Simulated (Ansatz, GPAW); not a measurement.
# BN with GLLB-SC from a Python script

These are simulated results from GPAW 26.7.0, not measurements. The cell was built from a prototype and was relaxed with r2SCAN in plane waves (Ansatz 0.2.0). Not every such cell is a known phase. All runs are without spin polarisation.

The symmetry is P6_3/mmc (No. 194, hexagonal); a = 2.491 Å, c = 4.001 Å in the conventional setting, 5.38 Å³ an atom. B is surrounded by 6 N at 1.75 Å; N is surrounded by 6 B at 1.75 Å.

GLLB-SC is a model potential. Its fundamental gap is the Kohn-Sham gap plus a derivative discontinuity, which the script evaluates at the band edges among the listed k points. Its total energy isn't variational and serves nothing here.

The script, run.py:

```python
import json
from ase import Atoms
from gpaw import GPAW, PW, FermiDirac

atoms = Atoms(['B', 'B', 'N', 'N'],
              cell=[[2.491335, 0.0, 0.0], [-1.245668, 2.15756, 0.0], [0.0, 0.0, 4.001059]],
              scaled_positions=[[0.0, -0.0, -0.0], [0.0, -0.0, 0.5], [0.333333, 0.666667, 0.25], [0.666667, 0.333333, 0.75]],
              pbc=True)
calc = GPAW(mode=PW(400), xc='GLLBSC', kpts={'size': (9, 9, 4), 'gamma': True},
            occupations=FermiDirac(0.02), maxiter=100, legacy_gpaw=True, txt='gpaw.txt')
atoms.calc = calc
res = {'energy': atoms.get_potential_energy(force_consistent=True)}
res['electrons'] = calc.get_number_of_electrons()
res['k'] = calc.get_ibz_k_points().tolist()
res['levels'] = [calc.get_eigenvalues(kpt=i).tolist() for i in range(len(res['k']))]
points = [[0.0, 0.0, 0.0], [0.5, 0.0, 0.0], [0.333333, 0.333333, 0.0], [0.0, 0.0, 0.5], [0.5, 0.0, 0.5], [0.333333, 0.333333, 0.5], [0.0, 0.179688, 0.0], [0.25, 0.25, 0.166667]]
bands = calc.fixed_density(kpts=points, symmetry='off', nbands=round(res['electrons']) // 2 + 6, convergence={'bands': -2}, txt='bands.txt')
res['points'] = [bands.get_eigenvalues(kpt=i).tolist() for i in range(len(points))]
homo, lumo = bands.get_homo_lumo()
potential = calc.hamiltonian.xc.response.calculate_discontinuity_potential(homo, lumo)
res['discontinuity'] = bands.hamiltonian.xc.response.calculate_discontinuity(potential)
json.dump(res, open('results.json', 'w'))
print('free energy (eV):', round(res['energy'], 5))
```

Command: `python run.py`. It took 22 s on 1 thread of Intel(R) Xeon(R) CPU @ 2.60GHz (Ice Lake), on a shared host, peak memory 0.17 GiB.

The log gpaw.txt, trimmed of paths, versions and times, then the last line on the terminal. An iter line gives the energy in eV and the logarithms of the changes of orbitals (plane waves alone) and density (c: converged):

```
___ ___ ___ _ _ _
 |   |   |_  | | | |

 | | | | | . | | | |

 |__ |  _|___|_____|  26.7.0
 |___|_|

Input parameters:
  kpts: {gamma: True,
         size: (9, 9, 4)}
  maxiter: 100
  mode: {ecut: 400.0,
         name: pw}
  occupations: {fixmagmom: False,
                name: fermi-dirac,
                width: 0.02}
  xc: GLLBSC

System changes: positions, numbers, cell, pbc, initial_charges, initial_magmoms

Initialize ...

species:
  B:
    name:    Boron
    Z:       5.0
    valence: 3
    core:    2
    charge:  0.0  # [|e|]
    compensation charges:
      type: gauss
      rc: 0.20  # [Å]
      lmax: 2
    cutoffs:
      filter: 1.14  # [Å]
      core: 1.38  # [Å]
    projectors
    | kind |    occ | energy [eV] | rcut [Å] |

    |------|--------|-------------|----------|

    |   2s |  2.000 |     -10.319 |    0.635 |

    |   2p |  1.000 |      -4.115 |    0.635 |

    |    s |        |      16.892 |    0.635 |

    |    p |        |      23.096 |    0.635 |

    |    d |        |       0.000 |    0.635 |

    Using partial waves for B as LCAO basis

  N:
    name:    Nitrogen
    Z:       7.0
    valence: 5
    core:    2
    charge:  0.0  # [|e|]
    compensation charges:
      type: gauss
      rc: 0.18  # [Å]
      lmax: 2
    cutoffs:
      filter: 1.11  # [Å]
      core: 0.96  # [Å]
    projectors
    | kind |    occ | energy [eV] | rcut [Å] |

    |------|--------|-------------|----------|

    |   2s |  2.000 |     -22.351 |    0.603 |

    |   2p |  3.000 |     -10.227 |    0.529 |

    |    s |        |       4.860 |    0.603 |

    |    p |        |      16.985 |    0.529 |

    |    d |        |       0.000 |    0.577 |

    Using partial waves for N as LCAO basis

Reference energy: -4282.856658  # eV

Spin-paired calculation

Convergence criteria:
 Maximum [total energy] change in last 3 cyles: 0.0005 eV / valence electron
 Maximum integral of absolute [dens]ity change: 0.0001 electrons / valence electron
 Maximum integral of absolute [eigenst]ate change: 4e-08 eV^2 / valence electron
 Maximum number of scf [iter]ations: 100
 (Square brackets indicate name in SCF output, whereas a 'c' in
 the SCF output indicates the quantity has converged.)

Symmetries present (total): 2

  ( 1  0  0)  (-1  0  0)
  ( 0  1  0)  ( 0 -1  0)
  ( 0  0  1)  ( 0  0 -1)

324 k-points: 9 x 9 x 4 Monkhorst-Pack grid + [0.000000,0.000000,1/8]
163 k-points in the irreducible part of the Brillouin zone
       k-points in crystal coordinates                weights
   0:     0.00000000    0.00000000    0.00000000          1/324
   1:     0.00000000    0.00000000    0.25000000          2/324
   2:     0.00000000    0.00000000    0.50000000          1/324
   3:     0.00000000    0.11111111   -0.25000000          2/324
   4:     0.00000000    0.11111111    0.00000000          2/324
   5:     0.00000000    0.11111111    0.25000000          2/324
   6:     0.00000000    0.11111111    0.50000000          2/324
   7:     0.00000000    0.22222222   -0.25000000          2/324
   8:     0.00000000    0.22222222    0.00000000          2/324
   9:     0.00000000    0.22222222    0.25000000          2/324
          ...
 162:     0.44444444    0.44444444    0.50000000          2/324

Wave functions: Plane wave expansion
  Cutoff energy: 400.000 eV
  Number of coefficients (min, max): 362, 401
  Pulay-stress correction: 0.000000 eV/Ang^3 (de/decut=0.000000)
  Using FFTW library
  ScaLapack parameters: grid=1x1, blocksize=None
  Wavefunction extrapolation:
    Improved wavefunction reuse through dual PAW basis

Occupation numbers: Fermi-Dirac:
  width: 0.0200  # eV

Eigensolver
   Davidson(niter=2)

Densities:
  Coarse grid: 12*12*20 grid
  Fine grid: 24*24*40 grid
  Total Charge: 0.000000

Density mixing:
  Method: separate
  Backend: msr1
  Linear mixing parameter: 0.05
  old densities: 10
  Width of damping distribution: 1.1
  Damping of long wavelength oscillations: 20

Hamiltonian:
  XC and Coulomb potentials evaluated on a 24*24*40 grid
  Using the GLLBSC Exchange-Correlation functional
  External potential:
    NoExternalPotential

XC parameters: GLLBSC functional being used consists of
  -----------------------------------------------------------------------
  | Weight | Module     | Description                                   |

  -----------------------------------------------------------------------
  |  1.000 | SCREENING  | GGA_X_PBE_SOL with 2 nearest neighbor stencil |

  |  1.000 | RESPONSE   | eps=0.0500 eV                                 |

  |  1.000 | XC         | GGA_C_PBE_SOL with 2 nearest neighbor stencil |

  -----------------------------------------------------------------------

Memory estimate:
  Process memory now: 112.12 MiB
  Calculator: 28.18 MiB
    Density: 1.53 MiB
      Arrays: 0.57 MiB
      Localized functions: 0.52 MiB
      Mixer: 0.44 MiB
    Hamiltonian: 0.39 MiB
      Arrays: 0.37 MiB
      XC: 0.00 MiB
      Poisson: 0.00 MiB
      vbar: 0.01 MiB
    Wavefunctions: 26.26 MiB
      Arrays psit_nG: 13.96 MiB
      Eigensolver: 0.15 MiB
      Projections: 1.81 MiB
      Projectors: 9.23 MiB
      PW-descriptor: 1.11 MiB

Total number of cores used: 1

Number of atoms: 4
Number of atomic orbitals: 16
Number of bands in calculation: 14
Number of valence electrons: 16
Bands to converge: occupied

... initialized

Initializing position-dependent things.

Density initialized from atomic densities
Creating initial wave functions:
  14 bands from LCAO basis set
Positions:
   0 B      0.000000    0.000000    0.000000    ( 0.0000,  0.0000,  0.0000)
   1 B      0.000000    0.000000    2.000529    ( 0.0000,  0.0000,  0.0000)
   2 N     -0.000002    1.438374    1.000265    ( 0.0000,  0.0000,  0.0000)
   3 N      1.245669    0.719186    3.000794    ( 0.0000,  0.0000,  0.0000)

Unit cell:
           periodic     x           y           z      points  spacing
  1. axis:    yes    2.491335    0.000000    0.000000    12     0.1798
  2. axis:    yes   -1.245668    2.157560    0.000000    12     0.1798
  3. axis:    yes    0.000000    0.000000    4.001059    20     0.2001

  Lengths:   2.491335   2.491336   4.001059
  Angles:   90.000000  90.000000 120.000003

Effective grid spacing dv^(1/3) = 0.1955

iter:   1   -27.739145
iter:   2   -28.153855   -1.60  -0.79
iter:   3   -27.833700    0.00  -0.79
iter:   4   -25.692889   -0.35  -0.63
iter:   5   -26.522916   -1.05  -1.48
iter:   6   -25.699315   -1.70  -1.40
iter:   7   -25.631966   -2.90  -1.75
iter:   8   -25.587663   -3.67  -1.93
iter:   9   -25.523259   -3.42  -2.09
iter:  10   -25.512103   -4.35  -2.64
iter:  11   -25.508105   -5.15  -3.07
iter:  12   -25.505704c  -5.85  -3.57
iter:  13   -25.506127c  -7.30  -4.44c
iter:  14   -25.507365c  -7.17  -4.38c
iter:  15   -25.506930c  -8.13c -4.37c

Converged after 15 iterations.

Energy contributions relative to reference atoms: (reference = -4282.856658)

Kinetic:        +12.307031
Potential:       -2.163553
External:        +0.000000
XC:             -35.588108
Entropy (-ST):   -0.000000
Local:           -0.062301
SIC:             +0.000000
--------------------------
Free energy:    -25.506930
Extrapolated:   -25.506930

GLLBSC response reference energy: 12.03925 eV (from HOMO)

Showing only first 2 kpts
 Kpt  Band  Eigenvalues  Occupancy
  0     6     11.29209    2.00000
  0     7     12.00391    2.00000
  0     8     18.05828    0.00000
  0     9     19.86836    0.00000

  1     6     11.35261    2.00000
  1     7     11.35349    2.00000
  1     8     18.39768    0.00000
  1     9     20.01848    0.00000

Fermi level: 13.74511

Gap: 2.065 eV
Transition (v -> c):
  (s=0, k=64, n=7, [0.22, -0.22, 0.00]) -> (s=0, k=120, n=8, [0.33, 0.33, 0.00])
Direct/indirect transitions are different
Direct gap: 5.968 eV
Transition at: (s=0, k=157, n=7, [0.44, 0.33, 0.25])

free energy (eV): -25.50693
```

The gap in the log is over the mesh alone; results.json adds the listed points. GLLB-SC gives a gap of 2.71 eV (2.020 eV Kohn-Sham over the listed points plus 0.693 eV discontinuity). On the same cell, plane-wave PBE (Ansatz, 12×12×6 k points and the special points) gives a gap of 1.58 eV and r2SCAN a gap of 1.82 eV; on shared hosts these took about 1.4 and 2.8 core-seconds on the 4-atom cell, against 22 for the script. Semilocal gaps usually lie below measured ones.
